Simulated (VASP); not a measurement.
# Pd (Im-3m) in VASP: further runs

Aim: see how the results for Pd move with the level of theory and the settings. Levels: PBE, PBEsol. Tasks: single point, relaxation of cell and atoms.

All numbers are computed with VASP 6.6.1; they aren't measurements. Logs are shortened: lines on timing, memory, paths and dates and some standing lists are left out, and cuts for length are marked.

### 1 The crystal as given

Symmetry: Im-3m, No. 229, cubic system. The conventional cell has a = 3.145 Å, b = 3.145 Å, c = 3.145 Å, α = 90.00°, β = 90.00°, γ = 90.00°. Pd (site symmetry m-3m) has 8 Pd at 2.72 Å as nearest neighbours.

This isn't the form of Pd at room conditions, which is fcc.

### 2 Single point, PBE

INCAR reads:

```
SYSTEM = Pd
PREC = Normal ; ENCUT = 520
EDIFF = 1E-6 ; ISMEAR = 0
SIGMA = 0.1 ; LREAL = .FALSE.
LASPH = .TRUE. ; NELM = 100
ALGO = Normal ; ISIF = 2
LWAVE = .FALSE. ; LCHARG = .FALSE.
GGA = PE ; ADDGRID = .FALSE.
```

KPOINTS reads:

```
Automatic mesh
0
G
  15 15 15
  0 0 0
```

POSCAR reads:

```
Pd
1.0
   -1.5722810000      1.5722810000      1.5722810000
    1.5722810000     -1.5722810000      1.5722810000
    1.5722810000      1.5722810000     -1.5722810000
Pd
1
Direct
    0.0000000000      0.0000000000      0.0000000000
```

Potentials or basis: VASP PAW PBE potentials, release 64 (Pd).

Launch:

```console
$ cat potpaw_PBE.64/Pd/POTCAR > POTCAR
$ mpirun -np 1 vasp_std > vasp.out
```

OUTCAR:

```text
SYSTEM = Pd
   PREC = Normal
   ENCUT = 520
   EDIFF = 1E-6
   ISMEAR = 0
   LREAL = .FALSE.
   LASPH = .TRUE.
   NELM = 100
   ISIF = 2
   GGA = PE

 Found    120 irreducible k-points:

 Following reciprocal coordinates:
            Coordinates               Weight
  0.000000  0.000000  0.000000      1.000000
  0.066667  0.000000  0.000000     12.000000
  0.133333  0.000000  0.000000     12.000000
  0.200000  0.000000  0.000000     12.000000
  0.266667  0.000000  0.000000     12.000000
  0.333333  0.000000  0.000000     12.000000
   k-points           NKPTS =    120   k-points in BZ     NKDIM =    120   number of bands    NBANDS=      9
   number of dos      NEDOS =    301   number of ions     NIONS =      1
   total plane-waves  NPLWV =   4096
   dimension x,y,z NGX =    16 NGY =   16 NGZ =   16
   dimension x,y,z NGXF=    32 NGYF=   32 NGZF=   32
   ions per type =               1
   NGX,Y,Z   is equivalent  to a cutoff of   9.77,  9.77,  9.77 a.u.
   NGXF,Y,Z  is equivalent  to a cutoff of  19.53, 19.53, 19.53 a.u.
 SYSTEM =  Pd
   PREC   = normal    normal or accurate (medium, high low for compatibility)
   ISTART =      0    job   : 0-new  1-cont  2-samecut
   ICHARG =      2    charge: 1-file 2-atom 10-const
   ISPIN  =      1    spin polarized calculation?
   LNONCOLLINEAR =      F non collinear calculations
   LSORBIT =      F    spin-orbit coupling
   LASPH  =      T    aspherical Exc in radial PAW
   ENCUT  =  520.0 eV  38.22 Ry    6.18 a.u.   5.06  5.06  5.06*2*pi/ulx,y,z
   NELM   =    100;   NELMIN=  2; NELMDL= -5     # of ELM steps
   EDIFF  = 0.1E-05   stopping-criterion for ELM
   LREAL  =      F    real-space projection
   EDIFFG = 0.1E-04   stopping-criterion for IOM
   NSW    =      0    number of steps for IOM
   IBRION =     -1    ionic relax: 0-MD 1-quasi-New 2-CG
   NFREE  =      0    steps in history (QN), initial steepest desc. (CG)
   ISIF   =      2    stress and relaxation
   ISYM   =      2    0-nonsym 1-usesym 2-fastsym
   POTIM  = 0.5000    time-step for ionic-motion
   TEBEG  =    0.0;   TEEND  =   0.0 temperature during run
   PSTRESS=    0.0 pullay stress
   NELECT =      10.0000    total number of electrons
   NUPDOWN=      -1.0000    fix difference up-down
   EMIN   =  10.00;   EMAX   =-10.00  energy-range for DOS
   EFERMI =   0.00;   METHOD = LEGACY
   ISMEAR =     0;   SIGMA  =   0.10  broadening in eV -4-tet -1-fermi 0-gaus
   EFERMI_NEDOS =   21; number of points for ismear=-14 and -15
   IALGO  =     38    algorithm
   IMIX   =      4    mixing-type and parameters
     AMIX     =   0.40;   BMIX     =  1.00
     AMIX_MAG =   1.60;   BMIX_MAG =  1.00
  volume/ion in A,a.u.               =      15.55       104.92
  Fermi-wavevector in a.u.,A,eV,Ry     =   1.413160  2.670485 27.171123  1.997021
  Thomas-Fermi vector in A             =   2.534834
   LORBIT       =      0    0 simple, 1 ext, 2 COOP (PROOUT), +10 PAW based schemes
   GGA     = PE    functional components
   LHFCALC =     F    Hartree Fock is set to
   AEXX    =    0.0000 exact exchange contribution
   IVDW    =     0    specifies the selected vdW correction
   LEPSILON=     F    determine dielectric tensor
   LRPA    =     F    only Hartree local field effects (RPA)
 non-spin polarized calculation
 Gauss-broadening in eV      SIGMA  =   0.10
  energy-cutoff  :      520.00
  volume of cell :       15.55
 maximum number of plane-waves:       430
   NGX = 11   NGY = 11   NGZ = 11

 number of electron      10.0000010 magnetization

 Free energy of the ion-electron system (eV)
  ---------------------------------------------------
  ext. energy  EPLUGINS =         0.00000000
  ---------------------------------------------------
  free energy    TOTEN  =        -5.17865293 eV

  energy without entropy =       -5.17190938  energy(sigma->0) =       -5.17528115

 E-fermi :   8.9077     XC(G=0): -12.8538

 val. band max:        8.9068575529   @ k =  -0.4000  -0.4667   0.2667
 cond. band min:       8.9080506852   @ k =  -0.2000   0.3333   0.0667
 fundamental gap:      0.0011931324
 Fermi energy:         8.9076504958

 k-point     1 :       0.0000    0.0000    0.0000
  band No.  band energies     occupation
      1       2.1893      2.00000
      2       6.1888      2.00000
      3       6.1888      2.00000
      4       6.1888      2.00000
      5       8.0333      2.00000
      6       8.0333      2.00000
      7      28.1935      0.00000
      8      28.1935      0.00000
      9      28.1935      0.00000

 k-point     2 :       0.0667    0.0000    0.0000
  band No.  band energies     occupation
      1       2.3524      2.00000
      2       6.1356      2.00000
      3       6.1914      2.00000
      4       6.3016      2.00000
      5       7.9715      2.00000
      6       8.0372      2.00000
      7      28.0595      0.00000
      8      28.2091      0.00000
      9      28.3812      0.00000

 k-point     3 :       0.1333    0.0000    0.0000
  band No.  band energies     occupation
      1       2.8160      2.00000
      2       5.9883      2.00000
      3       6.1963      2.00000
      4       6.6301      2.00000
      5       7.8362      2.00000
      6       8.0508      2.00000
      7      27.3825      0.00000
      8      28.0511      0.00000
      9      28.9140      0.00000

 k-point     4 :       0.2000    0.0000    0.0000
  band No.  band energies     occupation
      1       3.4715      2.00000
      2       5.7788      2.00000
      3       6.2494      2.00000
      4       7.1440      2.00000
      5       7.7378      2.00000
      6       8.0775      2.00000
      7      25.7249      0.00000
      8      27.3426      0.00000
      9      29.7050      0.00000

 k-point     5 :       0.2667    0.0000    0.0000
  band No.  band energies     occupation
      1       4.0260      2.00000
      2       5.5483      2.00000
      3       6.6105      2.00000
      4       7.7453      2.00000
      5       7.7873      2.00000
      6       8.1182      2.00000
      7      23.3439      0.00000
      8      26.2507      0.00000
      9      30.4109      0.00000

 k-point     6 :       0.3333    0.0000    0.0000
  band No.  band energies     occupation
      1       4.1825      2.00000
      2       5.3371      2.00000
      3       7.5401      2.00000
      4       7.8832      2.00000
      5       8.1678      2.00000
      6       8.4701      2.00000
      7      20.7752      0.00000
      8      25.1980      0.00000
      9      28.5529      0.00000

 [... further k-points ...]

------------------------ aborting loop because EDIFF is reached ----------------------------------------

  FORCE on cell =-STRESS in cart. coord.  units (eV):
  Direction    XX          YY          ZZ          XY          YZ          ZX
  --------------------------------------------------------------------------------------
  -------------------------------------------------------------------------------------
  Total       -0.1510414     -0.1510414     -0.1510414      0.0000000     -0.0000000      0.0000000
  in kB      -15.5652525    -15.5652525    -15.5652525      0.0000000     -0.0000000      0.0000000
  external PRESSURE =     -15.5652525 kB  Pullay stress =       0.0000000 kB

 VOLUME and BASIS-vectors are now :
 -----------------------------------------------------------------------------
  energy-cutoff  :      520.00
  volume of cell :       15.55
      direct lattice vectors                 reciprocal lattice vectors
    -1.572281000  1.572281000  1.572281000     0.000000000  0.318009313  0.318009313
     1.572281000 -1.572281000  1.572281000     0.318009313  0.000000000  0.318009313
     1.572281000  1.572281000 -1.572281000     0.318009313  0.318009313  0.000000000

 POSITION                                       TOTAL-FORCE (eV/Angst)
 -----------------------------------------------------------------------------------
      0.00000      0.00000      0.00000         0.000000     -0.000000      0.000000
 -----------------------------------------------------------------------------------
    total drift:                                0.000000      0.000000     -0.000000

  FREE ENERGIE OF THE ION-ELECTRON SYSTEM (eV)
  ---------------------------------------------------
  free  energy   TOTEN  =        -5.1786529291 eV

  energy  without entropy=       -5.1719093783  energy(sigma->0) =       -5.17528115
```

It took 8.2 s on 1 thread of Intel Xeon Platinum 8375C at 2.90GHz (Ice Lake), shared host; peak memory 0.12 GiB.

These settings aren't checked as converged: the numbers below hold their error.

Results:

| Item | Value |
| --- | --- |
| Free energy | -5.1787 eV |
| Pressure | -1.6 GPa |
| Band gap on the k mesh | none (metal or under the smearing width) |

### 3 Single point, PBE

INCAR is that of step 2.

KPOINTS is that of step 2.

POSCAR reads:

```
Pd
1.0
   -1.5345420000      1.5703810000      1.5719130000
    1.5565800000     -1.5514420000      1.5750130000
    1.5718420000      1.5887420000     -1.5529740000
Pd
1
Direct
    0.0275280000      0.0634310000      0.0341390000
```

Potentials or basis: VASP PAW PBE potentials, release 64 (Pd).

Launch:

```console
$ cat potpaw_PBE.64/Pd/POTCAR > POTCAR
$ mpirun -np 1 vasp_std > vasp.out
```

OUTCAR:

```text
SYSTEM = Pd
   PREC = Normal
   ENCUT = 520
   EDIFF = 1E-6
   ISMEAR = 0
   LREAL = .FALSE.
   LASPH = .TRUE.
   NELM = 100
   ISIF = 2
   GGA = PE

 Found   1688 irreducible k-points:

 Following reciprocal coordinates:
            Coordinates               Weight
  0.000000  0.000000  0.000000      1.000000
  0.066667  0.000000  0.000000      2.000000
  0.133333  0.000000  0.000000      2.000000
  0.200000  0.000000  0.000000      2.000000
  0.266667  0.000000  0.000000      2.000000
  0.333333  0.000000  0.000000      2.000000
[... 148 lines left out ...]
------------------------ aborting loop because EDIFF is reached ----------------------------------------

  FORCE on cell =-STRESS in cart. coord.  units (eV):
  Direction    XX          YY          ZZ          XY          YZ          ZX
  --------------------------------------------------------------------------------------
  -------------------------------------------------------------------------------------
  Total       -0.1398337     -0.1191840     -0.1236896     -0.2036075     -0.0881850     -0.1084228
  in kB      -14.4102608    -12.2822507    -12.7465621    -20.9823280     -9.0877201    -11.1732789
  external PRESSURE =     -13.1463579 kB  Pullay stress =       0.0000000 kB

 VOLUME and BASIS-vectors are now :
 -----------------------------------------------------------------------------
  energy-cutoff  :      520.00
  volume of cell :       15.55
      direct lattice vectors                 reciprocal lattice vectors
    -1.534542000  1.570381000  1.571913000    -0.005977961  0.314720194  0.315918219
     1.556580000 -1.551442000  1.575013000     0.317494029 -0.005640589  0.315580949
     1.571842000  1.588742000 -1.552974000     0.315948875  0.312837667 -0.004095334

 POSITION                                       TOTAL-FORCE (eV/Angst)
 -----------------------------------------------------------------------------------
      0.11015     -0.00094      0.09016        -0.000000      0.000000      0.000000
 -----------------------------------------------------------------------------------
    total drift:                                0.000024      0.000004     -0.000023

  FREE ENERGIE OF THE ION-ELECTRON SYSTEM (eV)
  ---------------------------------------------------
  free  energy   TOTEN  =        -5.1748856165 eV

  energy  without entropy=       -5.1680776602  energy(sigma->0) =       -5.17148164
```

OSZICAR:

```text
N       E                     dE             d eps       ncg     rms          rms(c)
DAV:   1     0.385307617173E+02    0.38531E+02   -0.53011E+03 30584   0.104E+03
DAV:   2    -0.505286922270E+01   -0.43584E+02   -0.42485E+02 31928   0.192E+02
DAV:   3    -0.542648504926E+01   -0.37362E+00   -0.37306E+00 34464   0.210E+01
DAV:   4    -0.542841630690E+01   -0.19313E-02   -0.19311E-02 33050   0.143E+00
DAV:   5    -0.542844261853E+01   -0.26312E-04   -0.26311E-04 34152   0.153E-01    0.658E+00
DAV:   6    -0.518583068849E+01    0.24261E+00   -0.11647E+00 31042   0.996E+00    0.323E+00
DAV:   7    -0.517784264285E+01    0.79880E-02   -0.62149E-03 33223   0.742E-01    0.175E+00
DAV:   8    -0.517488255220E+01    0.29601E-02   -0.99115E-04 32488   0.281E-01    0.483E-02
DAV:   9    -0.517488228066E+01    0.27154E-06   -0.11210E-05 34669   0.352E-02    0.114E-02
DAV:  10    -0.517488604094E+01   -0.37603E-05   -0.18422E-06 32768   0.147E-02    0.471E-03
DAV:  11    -0.517488561646E+01    0.42448E-06   -0.58654E-08 16068   0.310E-03
   1 F= -.51748856E+01 E0= -.51714816E+01  d E =-.680796E-02
```

It took 92 s on 1 thread of Intel Xeon Platinum 8375C at 2.90GHz (Ice Lake), shared host; peak memory 0.33 GiB.

These settings aren't checked as converged: the numbers below hold their error.

Results:

```
Free energy            : -5.1749 eV
Pressure               : -1.3 GPa
Band gap on the k mesh : none (metal or under the smearing width)
```

(Continued in part 2 of 2.)
